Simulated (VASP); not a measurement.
Here is a VASP 6.6.1 calculation.

The input run.py:

```python
from ase.calculators.vasp import Vasp
from ase.dft.bandgap import bandgap
from ase.io import read

atoms = read('MgS.cif')
calc = Vasp(
    directory='calc',
    xc='pbe',
    pp='PBE',
    setups={'base': 'minimal', 'S': '_GW', 'Mg': '_GW'},
    prec='Accurate',
    encut=550,
    ediff=1e-07,
    ismear=0,
    sigma=0.1,
    lreal=False,
    lasph=True,
    nelm=60,
    algo='Normal',
    isif=2,
    lwave=False,
    lcharg=False,
    kpts=[8, 8, 4],
    gamma=True,
)
atoms.calc = calc

print('energy (eV):', atoms.get_potential_energy())
print('free energy (eV):', atoms.get_potential_energy(force_consistent=True))
print('forces (eV/A):')
print(atoms.get_forces())
print('stress (eV/A^3, Voigt):', atoms.get_stress())
print('Fermi level (eV):', calc.get_fermi_level())
gap, top, bottom = bandgap(calc)
print('band gap (eV):', gap, 'from (spin, k, band)', top, 'to', bottom)
```

File MgS.cif:

```cif
data_MgS
_cell_length_a 4.03462241
_cell_length_b 4.03462241
_cell_length_c 6.43229418
_cell_angle_alpha 90.00000000
_cell_angle_beta 90.00000000
_cell_angle_gamma 120.00000000
_space_group_name_H-M_alt 'P1'
_space_group_name_Hall 'P 1'
_space_group_IT_number 1
loop_
_space_group_symop_operation_xyz
'x,y,z'
loop_
_atom_site_label
_atom_site_type_symbol
_atom_site_symmetry_multiplicity
_atom_site_Wyckoff_symbol
_atom_site_fract_x
_atom_site_fract_y
_atom_site_fract_z
_atom_site_occupancy
S1 S 1 a 0.6666666667 0.3333333333 0.8792441500 1
S2 S 1 a 0.3333333333 0.6666666667 0.3792441500 1
Mg1 Mg 1 a 0.3333333333 0.6666666667 0.9957548500 1
Mg2 Mg 1 a 0.6666666667 0.3333333333 0.4957548500 1
```

Potentials or basis: VASP PAW PBE potentials, release 64 (S_GW, Mg_GW).

Launch:

```bash
$ python run.py
```

Predict the pressure.

0.9 GPa.

Predict the largest force.

0.049 eV/Å.

Forces in eV/Å, atoms in the order of the input:
```
S    0.000  0.000 -0.049
S    0.000  0.000 -0.049
Mg   0.000  0.000  0.049
Mg   0.000  0.000  0.049
```
